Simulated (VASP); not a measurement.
A run of VASP 6.6.1:

INCAR

```
  PREC = Accurate
  ENCUT = 520
  EDIFF = 1E-7
  ISMEAR = 0
  SIGMA = 0.03
  LREAL = False
  LASPH = True
  NELM = 80
  ALGO = Normal
  ISIF = 3
  LWAVE = False
  LCHARG = False
  GGA = PS
  IBRION = 2
  NSW = 40
  EDIFFG = -0.005
```

File KPOINTS:

```
Automatic mesh
0
Gamma
  4 4 5
```

The input POSCAR:

```
ScAl3N4
1.0
    6.3740000000      0.0000000000      0.0000000000
   -3.1870000000      5.5200459237      0.0000000000
    0.0000000000      0.0000000000      4.9570000000
Al Sc N
6 2 8
Direct
    0.1666666667      0.3333333333      0.0000000000
    0.1666666667      0.8333333333      0.0000000000
    0.6666666667      0.8333333333      0.0000000000
    0.3333333333      0.6666666667      0.5000000000
    0.8333333333      0.1666666667      0.5000000000
    0.8333333333      0.6666666667      0.5000000000
    0.6666666667      0.3333333333      0.0000000000
    0.3333333333      0.1666666667      0.5000000000
    0.1666666667      0.3333333333      0.3820000000
    0.1666666667      0.8333333333      0.3820000000
    0.6666666667      0.3333333333      0.3820000000
    0.6666666667      0.8333333333      0.3820000000
    0.3333333333      0.1666666667      0.8820000000
    0.3333333333      0.6666666667      0.8820000000
    0.8333333333      0.1666666667      0.8820000000
    0.8333333333      0.6666666667      0.8820000000
```

Potentials or basis: VASP PAW PBE potentials, release 64 (Al, Sc_sv, N).

Run with:

```bash
$ cat potpaw_PBE.64/Al/POTCAR potpaw_PBE.64/Sc_sv/POTCAR potpaw_PBE.64/N/POTCAR > POTCAR
$ mpirun -np 1 vasp_std > vasp.out
```

Hardware: 1 thread of Intel(R) Xeon(R) Platinum 8375C CPU @ 2.90GHz (Ice Lake), on a shared host.

Estimate the wall time of this run.

Wall time 66 min on 1 thread of Intel(R) Xeon(R) Platinum 8375C CPU @ 2.90GHz (Ice Lake), with other jobs on the host, peak memory 0.39 GiB. Counts: scf iterations 160, k points 21, ion steps 19.
